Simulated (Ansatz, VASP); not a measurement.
Two plane-wave programs on Mn3Sb

Contents of INCAR:

```
SYSTEM = Mn3Sb
ALGO     = Normal         ! electronic algorithm
EDIFF    = 1E-6           ! SCF threshold, eV
ENCUT    = 520            ! plane-wave cutoff, eV
GGA      = CA             ! functional
ISIF     = 2              ! what is computed and relaxed
ISMEAR   = -1             ! smearing method
ISPIN    = 2              ! spin polarisation
LASPH    = .True.         ! aspherical terms in the spheres
LCHARG   = .False.        ! write CHGCAR
LMAXMIX  = 4              ! l up to which the mixer works
LORBIT   = 11             ! projections on sites
LREAL    = .False.        ! projectors in reciprocal space
LWAVE    = .False.        ! write WAVECAR
MAGMOM   = 2.8 2.8 2.8 0  ! initial moments
NBANDS   = 34             ! bands
NELM     = 150            ! most SCF steps
PREC     = Accurate       ! precision mode
SIGMA    = 0.1            ! smearing width, eV
```

File KPOINTS:

```
k-points
0
Gamma
  7 7 7
  0 0 0
```

Contents of POSCAR:

```
Mn3Sb
1.0
    0.0000000000      2.9941220000      2.9941220000
    2.9941220000      0.0000000000      2.9941220000
    2.9941220000      2.9941220000      0.0000000000
Mn Sb
3 1
Direct
    0.7500000000      0.7500000000      0.7500000000
    0.2500000000      0.2500000000      0.2500000000
    0.0000000000      0.0000000000      0.0000000000
    0.5000000000      0.5000000000      0.5000000000
```

Input for Ansatz:

```yaml
crystal:
  lattice:
    - [0.0, 2.994122, 2.994122]
    - [2.994122, 0.0, 2.994122]
    - [2.994122, 2.994122, 0.0]
  atoms:
    - { symbol: Mn, position: [0.7500000000000001, 0.7500000000000001, 0.7500000000000001], spin: 2.8 }
    - { symbol: Mn, position: [0.25, 0.25, 0.25], spin: 2.8 }
    - { symbol: Mn, position: [0.0, 0.0, 0.0], spin: 2.8 }
    - { symbol: Sb, position: [0.5, 0.5, 0.5], spin: 0.0 }
basis:
  ecutwfc: 450.0
kpoints:
  mp_grid:
    grid: [7, 7, 7]
hamiltonian:
  xc: lda
magnetization:
  spin_polarized: true
scf:
  occupations:
    method: fermi_dirac
output:
  stress: true
```

The cell comes from a database or a generator and needn't be the stable form of this composition.

Alike in both runs: task single point; functional LDA; k mesh 7 × 7 × 7; collinear spin.

|  | VASP | Ansatz |
| --- | --- | --- |
| version | VASP 6.6.1 | Ansatz 0.2.0 |
| potentials or method | VASP PAW LDA potentials, release 64 (Mn_pv, Sb) | plane waves, PAW |
| plane-wave cutoff (eV) | 520 | 450 |
| occupations | fermi-dirac, width 0.1 eV | fermi-dirac |
| valence electrons in the cell | 44 | 60 |

VASP gave:

```
pressure (GPa)                                                : -14.7
net moment per atom (μB)                                      : 0.52
size of the moment on the site where the two differ most (μB) : 2.65
```

**Question.** Estimate Ansatz's values.

**Answer.** Pressure (GPa): -14.7; net moment per atom (μB): 0.51; size of the moment on the site where the two differ most (μB): 2.71.

Site moments also hang on the region over which each program counts them. The two sets of potentials don't hold the same shells in valence. Ansatz warned: «seeded_moment_not_kept».

The runs have no spin-orbit coupling, so splittings on Sb are missing.
